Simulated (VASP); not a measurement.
Wanted: the native input for a VASP 6.6.1 run.

- Task: relaxation of cell and atoms
- Functional: PBE
- Potentials or basis: VASP PAW PBE potentials, release 64 (Sb, Ga_d)
- Cutoff: 600 eV
- k mesh: 8 × 8 × 8
- Occupations: fermi-dirac, width 0.05 eV
- Spin: no spin polarisation
- Further INCAR settings: ALGO = Normal; EDIFF = 1e-07; IBRION = 2; EDIFFG = -0.01; NSW = 40; ISIF = 3

The structure of GaSb lies in POSCAR:

```
GaSb
1.0
    0.0000000000      3.0590000000      3.0590000000
    3.0590000000      0.0000000000      3.0590000000
    3.0590000000      3.0590000000      0.0000000000
Sb Ga
1 1
Direct
    0.7500000000      0.7500000000      0.7500000000
    0.0000000000      0.0000000000      0.0000000000
```

These files were run (other wordings do the same):

INCAR

```
ALGO     = Normal         # electronic algorithm
EDIFF    = 1E-7           # SCF threshold, eV
EDIFFG   = -0.01          # ionic threshold
ENCUT    = 600            # plane-wave cutoff, eV
GGA      = PE             # functional
IBRION   = 2              # ionic algorithm
ISIF     = 3              # what is computed and relaxed
ISMEAR   = -1             # smearing method
LASPH    = True           # aspherical terms in the spheres
LCHARG   = False          # write CHGCAR
LREAL    = False          # projectors in reciprocal space
LWAVE    = False          # write WAVECAR
NELM     = 80             # most SCF steps
NSW      = 40             # ionic steps
PREC     = Accurate       # precision mode
SIGMA    = 0.05           # smearing width, eV
```

KPOINTS

```
k-points
0
Gamma
  8 8 8
```

Potentials or basis: VASP PAW PBE potentials, release 64 (Sb, Ga_d).

The run is started by

```sh
$ cat potpaw_PBE.64/Sb/POTCAR potpaw_PBE.64/Ga_d/POTCAR > POTCAR
$ mpirun -np 1 vasp_std > vasp.out
```

Results of the run:

```json
{
 "Relaxed volume": "30.04 Å³/atom",
 "Relaxed cell": "a = 4.396 Å, b = 4.396 Å, c = 4.396 Å, α = 60.00°, β = 60.00°, γ = 60.00°",
 "Space group after relaxing (to 0.05 Å)": "F-43m (No. 216)",
 "Energy gained by relaxing": "10.2 meV/atom",
 "Ionic steps": "3",
 "Pressure after relaxing": "0.0 GPa",
 "Band gap on the k mesh": "none (metal or under the smearing width)"
}
```

Caveat: this crystal is a semiconductor, whose small gap the functional closes, so the metal is an error of the method.

Wall time 41 s on 1 thread of AMD EPYC 9R45 96-Core Processor (Zen 5), on a shared host, peak memory 0.19 GiB.
